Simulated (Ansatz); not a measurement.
Reaction (formal exchange of groups at a Te–C bond): `C[Te]B(O)O` + `FC(F)F` → `OB(O)[Te]C(F)(F)F` + CH₄

Gas-phase electronic energies from Ansatz, PBE0-D4/def2-TZVP geometries. CCSD(T)/CBS adds triple-zeta CCSD(T) − MP2 to the extrapolated MP2 energy (def2 sets, frozen cores). This one scheme is used for every species. DFT in def2-TZVPP. Elements past krypton have def2 core potentials. For Te outer-core shells are correlated without core-valence functions, which leaves a few kJ/mol of doubt a bond. Each species was taken in one conformer, which may not be the lowest.

| level | ΔE (eV) |
| --- | --- |
| ωB97M-V | 0.04 |
| MP2/def2-QZVPP | 0.19 |
| SCS-MP2/def2-QZVPP | 0.20 |
| HF/CBS(def2) | 0.33 |

(1) What does CCSD(T)/CBS give? (Estimate.)

Largest T1 diagnostic among the species: 0.013.

Results:

(1) Ansatz gave: +0.14 eV. The listed levels differ from it by -0.10, 0.05, 0.06, 0.19 eV.

From PBE to PBE0 (25 % exact exchange), in def2-TZVPP and without D4, ΔE moves by +0.10 eV. The D4 term adds −0.05 eV with B3LYP and −0.03 eV with PBE0; it sums over pairs of atoms, weighted by their polarisabilities, and B3LYP, whose exchange is more repulsive, gets the larger term. In def2-TZVPP, CCSD(T) changes the Hartree–Fock value by −0.16 eV (the triples alone add −0.04 eV) and MP2 by −0.12 eV.

B3LYP here is the variant with VWN-RPA as its local correlation; programs differ in this.

CCSD(T)/CBS has its own doubt, a few kJ/mol and more with outer-core shells, so smaller differences from it don't rank the levels.
